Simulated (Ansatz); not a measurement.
Sb in Ansatz: the effect of functional

The system is Sb.

```
CELL_PARAMETERS angstrom
3.12240 0.00000 0.00000
0.00000 4.34752 0.00000
-0.03891 0.00000 4.40585
ATOMIC_POSITIONS crystal
Sb 0.01139 0.25000 0.24117
Sb 0.98861 0.75000 0.75883
```

This isn't the form of Sb at room conditions, which is rhombohedral.

Alike in all runs:

```yaml
Program: Ansatz 0.2.0
Potentials_or_basis: Ansatz PAW
k_mesh: 5 × 4 × 4
Occupations: fermi-dirac, width 0.05 eV
Spin: no spin polarisation
```

```csv
functional,cutoff,pressure (GPa),largest force (eV/Å)
LDA,420 eV (not typed: the program's choice for these potentials),-3.2,0.20
PBEsol,420 eV (not typed: the program's choice for these potentials),?,?
r2SCAN,500 eV (not typed: the program's choice for these potentials),-0.5,0.17
HSE06,420 eV (not typed: the program's choice for these potentials),-1.5,0.17
PBE0,420 eV (not typed: the program's choice for these potentials),-1.6,0.19
r2SCAN0,500 eV (not typed: the program's choice for these potentials),-2.0,0.17
```

What does the run with functional PBEsol give?

Pressure -2.1 GPa; largest force 0.22 eV/Å.

Caveats: all runs use coarse meshes; the PAW data sets come from PBE, with cores solved anew for the run's functional, which leaves a small shift of forces and pressure; the thresholds are loose for stress (some runs).
